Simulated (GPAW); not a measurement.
# C (Fd-3m) in GPAW: further runs

The runs below take C through equation of state, band structure, with r2SCAN+D4, BLYP, WC, PBE.

All numbers are computed with GPAW 26.7.0; they aren't measurements. Logs are shortened: lines on timing, memory, paths and dates and some standing lists are left out, and cuts for length are marked. The log counts tension as positive stress, the text compression.

**Experimental background.**

“Equation of state of cubic boron nitride at high pressures and temperatures”, 2007, arxiv:cond-mat/0702656 quotes, for a bulk crystal of C: bulk modulus 442 ± 5 GPa.

The runs below are set against these values where they give the same quantity.

**1. The structure**

The structure is cubic, space group Fd-3m (No. 227). The conventional cell has a = 3.567 Å, b = 3.567 Å, c = 3.567 Å, α = 90.00°, β = 90.00°, γ = 90.00°. C (site symmetry -43m) has 4 C at 1.54 Å as nearest neighbours.

This isn't the form of C at room conditions, which is graphite.

**2. Equation of state, r2SCAN+D4**

File run.py:

```python
from ase.calculators.mixing import SumCalculator
from ase.eos import EquationOfState
from ase.io import Trajectory, read
from ase.units import GPa
from dftd4.ase import DFTD4
from gpaw import GPAW, PW

atoms = read('POSCAR')

traj = Trajectory('eos.traj', 'w')
volumes, energies = [], []
for x in [0.94, 0.96, 0.98, 1.0, 1.02, 1.04, 1.06]:
    a = atoms.copy()
    a.set_cell(atoms.cell * x**(1 / 3), scale_atoms=True)
    calc = GPAW(mode=PW(800),
                xc='MGGA_X_R2SCAN+MGGA_C_R2SCAN',
                kpts={'size': (10, 10, 10), 'gamma': True},
                occupations={'name': 'fermi-dirac', 'width': 0.05},
                nbands=11,
                convergence={'density': 1e-05, 'energy': 1e-05},
                maxiter=150,
                txt=f'eos-{x:.2f}.txt')
    a.calc = SumCalculator([calc, DFTD4(method='r2scan')])
    energies.append(a.get_potential_energy())
    volumes.append(a.get_volume())
    p = -a.get_stress()[:3].mean() / GPa
    calc.write(f'eos-{x:.2f}.gpw')
    traj.write(a)
    print(f'{x:.2f} {volumes[-1]:10.4f} A^3 {energies[-1]:14.6f} eV {p:9.3f} GPa', flush=True)

v0, e0, B = EquationOfState(volumes, energies, eos='birchmurnaghan').fit()
print(f'V0 = {v0:.4f} A^3, E0 = {e0:.6f} eV, B0 = {B / GPa:.2f} GPa')
```

File POSCAR:

```
C
1.0
    0.0000000000      1.7833700000      1.7833700000
    1.7833700000      0.0000000000      1.7833700000
    1.7833700000      1.7833700000      0.0000000000
C
2
Direct
    0.7500000000      0.7500000000      0.7500000000
    0.5000000000      0.5000000000      0.5000000000
```

Potentials or basis: GPAW PAW data sets (gpaw-data 1.2.1), pw.

Launch:

```console
$ OMP_NUM_THREADS=1 python run.py
```

Output:

```text
__  _  _
 | _ |_)|_||  |
 |__||  | ||/\| - 26.7.0

Input parameters:
  mode=PW(ecut=800.0),
  convergence={'density': 1e-05, 'energy': 1e-05},
  kpts=MonkhorstPack(size=(10, 10, 10), gamma=True),
  maxiter=150,
  nbands=11,
  occupations=Occupations(name='fermi-dirac', width=0.05),
  xc=XC(name='MGGA_X_R2SCAN+MGGA_C_R2SCAN')

Diagonalizing LCAO Hamiltonian
Converting LCAO to pw mode

          C
       C

Atoms  # Å, Bohr magnetons
|   | symbol |        x |        y |        z |    initial magnetic moments |
|---|--------|----------|----------|----------|-----------------------------|
| 0 |      C | 2.620447 | 2.620447 | 2.620447 | ( 0.0000,  0.0000,  0.0000) |
| 1 |      C | 1.746964 | 1.746964 | 1.746964 | ( 0.0000,  0.0000,  0.0000) |

Unit cell  # Å
| periodic |        x |        y |        z |  lengths |    angles |
|----------|----------|----------|----------|----------|-----------|
|      yes | 0.000000 | 1.746964 | 1.746964 | 2.470581 | 60.000000 |
|      yes | 1.746964 | 0.000000 | 1.746964 | 2.470581 | 60.000000 |
|      yes | 1.746964 | 1.746964 | 0.000000 | 2.470581 | 60.000000 |

Number of symmetries: 24
Symmetry operations  # r_c * U_cc + t_c -> r_c
|    | kind |            matrix            |
|----|------|------------------------------|
|  0 |  E   |  1, 0, 0,  0, 1, 0,  0, 0, 1 |
|  1 |  σ   |  1, 0, 0,  0, 0, 1,  0, 1, 0 |
|  2 |  σ   |  1, 0,-1,  0, 1,-1,  0, 0,-1 |
|  3 |  C3  |  1, 0,-1,  0, 0,-1,  0, 1,-1 |
|  4 |  C3  |  1,-1, 0,  0,-1, 1,  0,-1, 0 |
|  5 |  σ   |  1,-1, 0,  0,-1, 0,  0,-1, 1 |
|  6 |  σ   |  0, 1, 0,  1, 0, 0,  0, 0, 1 |
|  7 |  C3  |  0, 1, 0,  0, 0, 1,  1, 0, 0 |
|  8 |  C2  |  0, 1,-1,  1, 0,-1,  0, 0,-1 |
|  9 |  S4  |  0, 1,-1,  0, 0,-1,  1, 0,-1 |
| 10 |  C3  |  0, 0, 1,  1, 0, 0,  0, 1, 0 |
| 11 |  σ   |  0, 0, 1,  0, 1, 0,  1, 0, 0 |
| 12 |  S4  |  0, 0,-1,  1, 0,-1,  0, 1,-1 |
| 13 |  C3  |  0, 0,-1,  0, 1,-1,  1, 0,-1 |
| 14 |  S4  |  0,-1, 1,  1,-1, 0,  0,-1, 0 |
| 15 |  C2  |  0,-1, 1,  0,-1, 0,  1,-1, 0 |
| 16 |  C3  |  0,-1, 0,  1,-1, 0,  0,-1, 1 |
| 17 |  S4  |  0,-1, 0,  0,-1, 1,  1,-1, 0 |
| 18 |  S4  | -1, 1, 0, -1, 0, 1, -1, 0, 0 |
| 19 |  C3  | -1, 1, 0, -1, 0, 0, -1, 0, 1 |
| 20 |  C3  | -1, 0, 1, -1, 1, 0, -1, 0, 0 |
| 21 |  S4  | -1, 0, 1, -1, 0, 0, -1, 1, 0 |
| 22 |  σ   | -1, 0, 0, -1, 1, 0, -1, 0, 1 |
| 23 |  C2  | -1, 0, 0, -1, 0, 1, -1, 1, 0 |

BZ-sampling:
  Number of BZ points: 1000
  Number of IBZ points: 47

  Monkhorst-Pack size: [10, 10, 10]
  Monkhorst-Pack shift: [0.05, 0.05, 0.05]

K-points  # in reciprocal-cell coordinates
|     |                                coordinates |     weight |
|-----|--------------------------------------------|------------|
|   0 | (  0.00000000,   0.00000000,   0.00000000) | 0.00100000 |
|   1 | (  0.10000000,   0.10000000,   0.00000000) | 0.00600000 |
|   2 | (  0.10000000,   0.10000000,   0.10000000) | 0.00800000 |
|   3 | (  0.20000000,   0.10000000,   0.10000000) | 0.01200000 |
|   4 | (  0.20000000,   0.20000000,   0.00000000) | 0.00600000 |
|   5 | (  0.20000000,   0.20000000,   0.10000000) | 0.02400000 |
|   6 | (  0.20000000,   0.20000000,   0.20000000) | 0.00800000 |
|   7 | (  0.30000000,   0.20000000,   0.10000000) | 0.02400000 |
|   8 | (  0.30000000,   0.20000000,   0.20000000) | 0.02400000 |
|   9 | (  0.30000000,   0.30000000,   0.00000000) | 0.00600000 |
| ... |                                            |            |
|  46 | (  0.50000000,   0.50000000,   0.50000000) | 0.00400000 |

Plane wave coefficients: 568
Cutoff: 800.0 eV

Spin-components: 1 (collinear spins)
Bands:           11
Projectors:      10
Spin-degeneracy: 2
Datatype:        complex128

Parallelization:
  kpt:    1
  domain: 1
  band:   1

Density:
  Valence electrons: 8.0
  Components: 1
  Grid points: [18 18 18]
  Charge: 0.0  # |e|

Potential:
  Grid points: [18 18 18]

species:
  C:
    name:    Carbon
    Z:       6.0
    valence: 4
    core:    2
    charge:  0.0  # [|e|]
    compensation charges:
      type: gauss
      rc: 0.20  # [Å]
      lmax: 2
    cutoffs:
      filter: 1.14  # [Å]
      core: 1.14  # [Å]
    projectors
    | kind |    occ | energy [eV] | rcut [Å] |
    |------|--------|-------------|----------|
    |   2s |  2.000 |     -13.751 |    0.635 |
    |   2p |  2.000 |      -5.284 |    0.635 |
    |    s |        |      13.461 |    0.635 |
    |    p |        |      21.927 |    0.635 |
    |    d |        |       0.000 |    0.635 |

    Using partial waves for C as LCAO basis

Reference energy: -2055.256231  # eV

eigensolver:
  PPCG
  Converge bands: occupied
  niter=2

density mixing:
  MSR1-Mixer
  Pratt-step length: 0.05
  Maximum mixing coefficient: 0.75
  Old densities: 10
  SVD Regularization: 0.005
  Good broyden scale: 1.0
  Trust region scale: 1.0
  Backstep threshold: 4.0
  History deletion threshold: 6.0
  Fourier metric: weight=20.0, sigma=0.015

occupation numbers:
  Fermi-Dirac:
    width: 0.0500  # eV

poisson solver:
  ecut: 6400.0  # eV

xc functional:
  name: MGGA_X_R2SCAN+MGGA_C_R2SCAN with 2 nearest neighbor stencil

convergence criteria:
- Maximum integral of absolute [dens]ity change: 1e-05 electrons / valence electron
- Maximum [total energy] change in last 3 cyles: 1e-05 eV / valence electron
- Maximum integral of absolute [eigenst]ate change: 4e-08 eV^2 / valence electron
maximum number of iterations: 150

SCF iterations
|iter     | |      energy | eigst |  dens |
|---------|-|-------------|-------|-------|
|iter:   1| |  -21.697579 | +0.12 |       |
|iter:   2| |  -19.923789 | -1.39 | -0.81 |
|iter:   3| |  -19.628667 | -1.38 | -0.83 |
|iter:   4| |  -19.632968 | -3.27 | -1.61 |
|iter:   5| |  -19.632921 | -4.37 | -2.10 |
|iter:   6| |  -19.632925c| -6.64 | -3.48 |
|iter:   7| |  -19.632925c| -7.28 | -3.94 |
|iter:   8| |  -19.632925c| -8.40c| -5.44c|

Converged in 8 steps
Energy contributions relative to reference atoms: (reference = -2055.256231)

Energy contributions:
  Kinetic:          20.919753
  Coulomb:         -18.467704
  Zero:              0.029910
  External:          0.000000
  Xc:              -22.114883
  Entropy:          -0.000000
  Spinorbit:         0.000000
  ----------------------------
  Free energy:     -19.632925
  Extrapolated:    -19.632925

dipole moment: (2.131216, 2.131216, 2.131216)  # |e|*Ang

Fermi level: 13.991
Eigenvalues  # (at kpt = [0.000, 0.000, 0.000])
| band index |      eig [eV] | occ [0-2] |
|------------|---------------|-----------|
|          0 |       -10.449 |     2.000 |
|          1 |        13.100 |     2.000 |
|          2 |        13.100 |     2.000 |
|          3 |        13.100 |     2.000 |
|          4 |        19.145 |     0.000 |
|          5 |        19.145 |     0.000 |
|          6 |        19.145 |     0.000 |
|          7 |        28.467 |     0.000 |
|          8 |        34.405 |     0.000 |
|          9 |        41.217 |     0.000 |
|         10 |        41.705 |     0.000 |

Gap: 4.528 eV
Transition (v -> c):
  (s=0, k=0, n=3, [0.00, 0.00, 0.00]) -> (s=0, k=24, n=4, [0.40, 0.40, 0.00])
Direct/indirect transitions are different
Direct gap: 6.045 eV
Transition at: (s=0, k=0, n=3, [0.00, 0.00, 0.00])

Stress tensor  # eV/Ang^3
|         x |         y |         z |
|-----------|-----------|-----------|
| -0.172183 | -0.000000 |  0.000000 |
| -0.000000 | -0.172183 |  0.000000 |
|  0.000000 |  0.000000 | -0.172183 |

# Writing to eos-0.94.gpw (mode='')
```

It took 2.6 min on 1 thread of Arm Neoverse V2, shared host; peak memory 0.24 GiB.

What came out:

```
Equilibrium volume : 5.62 Å³/atom (rough: see the caveat)
Bulk modulus       : 455 GPa (rough)
```

Energy against volume, from the lowest point:
```
volume (Å³/atom)  energy (meV/atom)
           5.332              21.71
           5.445               7.15
           5.558               0.17
           5.672               0.00
           5.785               6.05
           5.899              17.82
           6.012              34.67
```

Caveat: the points scatter about the fit; the PAW data sets were made with another functional, which shifts forces and pressure a little.

**3. Equation of state, BLYP**

File run.py:

```python
from ase import Atoms
from ase.eos import EquationOfState
from ase.io import Trajectory
from ase.units import GPa
from gpaw import GPAW, PW, setup_paths

setup_paths.insert(0, '.')

atoms = Atoms(['C', 'C'],
              cell=[[0.0, 1.78337, 1.78337],
                    [1.78337, 0.0, 1.78337],
                    [1.78337, 1.78337, 0.0]],
              scaled_positions=[[0.75, 0.75, 0.75],
                                [0.5, 0.5, 0.5]],
              pbc=True)

traj = Trajectory('eos.traj', 'w')
volumes, energies = [], []
for x in [0.94, 0.96, 0.98, 1.0, 1.02, 1.04, 1.06]:
    a = atoms.copy()
    a.set_cell(atoms.cell * x**(1 / 3), scale_atoms=True)
    calc = GPAW(mode=PW(800),
                xc='BLYP',
                kpts={'size': (10, 10, 10), 'gamma': True},
                occupations={'name': 'fermi-dirac', 'width': 0.05},
                nbands=11,
                convergence={'density': 1e-05, 'energy': 1e-05},
                eigensolver='davidson',
                maxiter=150,
                txt=f'eos-{x:.2f}.txt')
    a.calc = calc
    energies.append(a.get_potential_energy(force_consistent=True))
    volumes.append(a.get_volume())
    p = -a.get_stress()[:3].mean() / GPa
    calc.write(f'eos-{x:.2f}.gpw')
    traj.write(a)
    print(f'{x:.2f} {volumes[-1]:10.4f} A^3 {energies[-1]:14.6f} eV {p:9.3f} GPa', flush=True)

v0, e0, B = EquationOfState(volumes, energies, eos='birchmurnaghan').fit()
print(f'V0 = {v0:.4f} A^3, E0 = {e0:.6f} eV, B0 = {B / GPa:.2f} GPa')
```

Potentials or basis: PAW data sets generated in the run's folder for this functional, pw.

Launch:

```console
$ gpaw-setup -f BLYP C
$ OMP_NUM_THREADS=1 python run.py
```

It took 41 s on 1 thread of Arm Neoverse V2, shared host; peak memory 0.18 GiB.

The run converged. Its results:

```
Equilibrium volume                      : 5.83 Å³/atom
Bulk modulus                            : 406 GPa
Pressure derivative of the bulk modulus : 3.8
```

Energy against volume, from the lowest point:
```
volume (Å³/atom)  energy (meV/atom)
           5.332              60.85
           5.445              34.77
           5.558              16.44
           5.672               5.05
           5.785               0.00
           5.899               0.81
           6.012               6.84
```

**4. Band structure, WC**

File run.py:

```python
from ase import Atoms
from ase.dft.bandgap import bandgap
from ase.io import write
from ase.units import GPa
from gpaw import GPAW, PW, setup_paths

setup_paths.insert(0, '.')

atoms = Atoms(['C', 'C'],
              cell=[[0.0, 1.78337, 1.78337],
                    [1.78337, 0.0, 1.78337],
                    [1.78337, 1.78337, 0.0]],
              scaled_positions=[[0.75, 0.75, 0.75],
                                [0.5, 0.5, 0.5]],
              pbc=True)

calc = GPAW(mode=PW(800),
            xc='WC',
            kpts={'size': (10, 10, 10), 'gamma': True},
            occupations={'name': 'fermi-dirac', 'width': 0.05},
            nbands=11,
            convergence={'density': 1e-05, 'energy': 1e-05},
            maxiter=150,
            txt='gpaw.txt')
atoms.calc = calc
energy = atoms.get_potential_energy()
forces = atoms.get_forces()
stress = atoms.get_stress()
calc.write('gs.gpw')
write('result.traj', atoms)
print(f'Energy: {energy:.6f} eV')
print('Forces (eV/A):')
print(forces.round(4))
print('Stress (GPa):', (stress / GPa).round(3))
print('Fermi level:', round(calc.get_fermi_level(), 4), 'eV')
print(f'Gap: {bandgap(calc)[0]:.4f} eV, direct: {bandgap(calc, direct=True)[0]:.4f} eV')

path = atoms.cell.bandpath('GXWKGLUWLK,UX', npoints=60, eps=1e-4)
bs_calc = calc.fixed_density(kpts=path, symmetry='off', nbands=18,
                             convergence={'bands': 'CBM+6.0', 'eigenstates': 1e-6}, txt='bands.txt')
bs = bs_calc.band_structure()
bs.write('bs.json')
print(f'Gap on the path: {bandgap(bs_calc)[0]:.4f} eV')
```

Launch:

```console
$ gpaw-setup -f WC C
$ OMP_NUM_THREADS=1 python run.py
```

It took 13 s on 1 thread of Arm Neoverse V2, shared host; peak memory 0.16 GiB.

It converged, with:

```yaml
Free_energy: -19.0973 eV
Pressure: -5.1 GPa
Band_gap_on_the_k_mesh: 4.08 eV, indirect (least direct gap 5.57 eV)
Band_gap_along_the_path: 4.05 eV, indirect (least direct gap 5.57 eV)
```

Levels at the corners of the path, in eV from the valence-band top:
```
point  band 2  band 3  band 4  band 5  band 6  band 7
    Γ    0.00    0.00    0.00    5.57    5.57    5.57
    X  -12.75   -6.31   -6.31    4.66    4.66   16.76
    W  -11.94   -8.37   -8.37   10.50   10.50   12.31
    K  -11.72   -9.37   -5.37    5.58   10.66   14.33
    Γ    0.00    0.00    0.00    5.57    5.57    5.57
    L  -13.42   -2.80   -2.80    8.42    8.42    8.84
    U  -11.72   -9.37   -5.37    5.58   10.66   14.33
    W  -11.94   -8.37   -8.37   10.50   10.50   12.31
    L  -13.42   -2.80   -2.80    8.42    8.42    8.84
    K  -11.72   -9.37   -5.37    5.58   10.66   14.33
    U  -11.72   -9.37   -5.37    5.58   10.66   14.33
    X  -12.75   -6.31   -6.31    4.66    4.66   16.76
```

**5. Equation of state, PBE**

File run.py:

```python
from ase.eos import EquationOfState
from ase.io import Trajectory, read
from ase.units import GPa
from gpaw import GPAW

atoms = read('C.xyz')

traj = Trajectory('eos.traj', 'w')
volumes, energies = [], []
for x in [0.94, 0.96, 0.98, 1.0, 1.02, 1.04, 1.06]:
    a = atoms.copy()
    a.set_cell(atoms.cell * x**(1 / 3), scale_atoms=True)
    calc = GPAW(mode='lcao',
                h=0.18,
                basis='dzp',
                xc='PBE',
                kpts={'size': (10, 10, 10), 'gamma': True},
                occupations={'name': 'fermi-dirac', 'width': 0.05},
                convergence={'density': 1e-05, 'energy': 1e-05},
                maxiter=150,
                txt=f'eos-{x:.2f}.txt')
    a.calc = calc
    energies.append(a.get_potential_energy(force_consistent=True))
    volumes.append(a.get_volume())
    calc.write(f'eos-{x:.2f}.gpw')
    traj.write(a)
    print(f'{x:.2f} {volumes[-1]:10.4f} A^3 {energies[-1]:14.6f} eV', flush=True)

v0, e0, B = EquationOfState(volumes, energies, eos='birchmurnaghan').fit()
print(f'V0 = {v0:.4f} A^3, E0 = {e0:.6f} eV, B0 = {B / GPa:.2f} GPa')
```

File C.xyz:

```xyz
2
Lattice="0.0000000000 1.7833700000 1.7833700000 1.7833700000 0.0000000000 1.7833700000 1.7833700000 1.7833700000 0.0000000000" Properties=species:S:1:pos:R:3 pbc="T T T"
C      2.6750550000      2.6750550000      2.6750550000
C      1.7833700000      1.7833700000      1.7833700000
```

Potentials or basis: GPAW PAW data sets (gpaw-data 1.2.1), lcao:dzp.

Launch:

```console
$ OMP_NUM_THREADS=1 python run.py
```

It took 3.7 min on 1 thread of Arm Neoverse V2, shared host; peak memory 0.17 GiB.

It converged, with:

```
Equilibrium volume : 5.70 Å³/atom (rough: see the caveat)
Bulk modulus       : 475 GPa (rough)
```

Energy against volume, from the lowest point:
```tsv
volume (Å³/atom)	energy (meV/atom)
5.332	37.51
5.445	18.60
5.558	5.75
5.672	0.00
5.785	2.13
5.899	10.60
6.012	23.97
```

Caveat: the fit is doubtful: noisy points or a state that changes with volume; the real-space grid adds noise to forces; the basis of atomic orbitals isn't converged, which shifts pressures, moduli and gaps.

**6. Equation of state, PBE**

File run.py:

```python
from ase import Atoms
from ase.eos import EquationOfState
from ase.io import Trajectory
from ase.units import GPa
from gpaw import GPAW, PW, setup_paths

setup_paths.insert(0, '.')

atoms = Atoms(['C', 'C'],
              cell=[[0.0, 1.78337, 1.78337],
                    [1.78337, 0.0, 1.78337],
                    [1.78337, 1.78337, 0.0]],
              scaled_positions=[[0.75, 0.75, 0.75],
                                [0.5, 0.5, 0.5]],
              pbc=True)

traj = Trajectory('eos.traj', 'w')
volumes, energies = [], []
for x in [0.94, 0.96, 0.98, 1.0, 1.02, 1.04, 1.06]:
    a = atoms.copy()
    a.set_cell(atoms.cell * x**(1 / 3), scale_atoms=True)
    calc = GPAW(mode=PW(800),
                xc='PBE',
                kpts={'size': (10, 10, 10), 'gamma': True},
                occupations={'name': 'fermi-dirac', 'width': 0.05},
                setups={'C': 'jth'},
                nbands=-7,
                convergence={'density': 1e-05, 'energy': 1e-05},
                maxiter=150,
                txt=f'eos-{x:.2f}.txt')
    a.calc = calc
    energies.append(a.get_potential_energy(force_consistent=True))
    volumes.append(a.get_volume())
    p = -a.get_stress()[:3].mean() / GPa
    calc.write(f'eos-{x:.2f}.gpw')
    traj.write(a)
    print(f'{x:.2f} {volumes[-1]:10.4f} A^3 {energies[-1]:14.6f} eV {p:9.3f} GPa', flush=True)

v0, e0, B = EquationOfState(volumes, energies, eos='birchmurnaghan').fit()
print(f'V0 = {v0:.4f} A^3, E0 = {e0:.6f} eV, B0 = {B / GPa:.2f} GPa')
```

Potentials or basis: JTH PAW 2.0, PBE, pw.

Launch:

```console
$ OMP_NUM_THREADS=1 python run.py
```

Wall time 44 s (1 thread of Arm Neoverse V2, shared host); peak memory 0.18 GiB.

The run converged. Its results:

| Property | Result |
| --- | --- |
| Equilibrium volume | 5.68 Å³/atom (rough: see the caveat) |
| Bulk modulus | 417 GPa (rough) |

Energy against volume, from the lowest point:
| volume (Å³/atom) | energy (meV/atom) |
| --- | --- |
| 5.332 | 35.47 |
| 5.445 | 13.59 |
| 5.558 | 3.37 |
| 5.672 | 0.00 |
| 5.785 | 0.75 |
| 5.899 | 9.12 |
| 6.012 | 19.05 |

Caveat: the energies scatter about the fit; the fit is doubtful: noisy points or a state that changes with volume; the program truncates these outside data sets.

**7. Against experiment**

Step 3. Against the measured bulk modulus of C, 442 GPa (quoted in “Equation of state of cubic boron nitride at high pressures and temperatures”, 2007, arxiv:cond-mat/0702656), the calculated 406 GPa is off by -8.1 %. 3 values of this kind are on record (442 to 444.8 GPa); this one was drawn at random among those near their median, those with a stated uncertainty first. The fit is for a static lattice scaled at fixed shape and fixed fractional positions. The cell as given is a measured one (5.67 Å³/atom); BLYP puts the equilibrium volume +2.7 % from it, thermal expansion not counted.
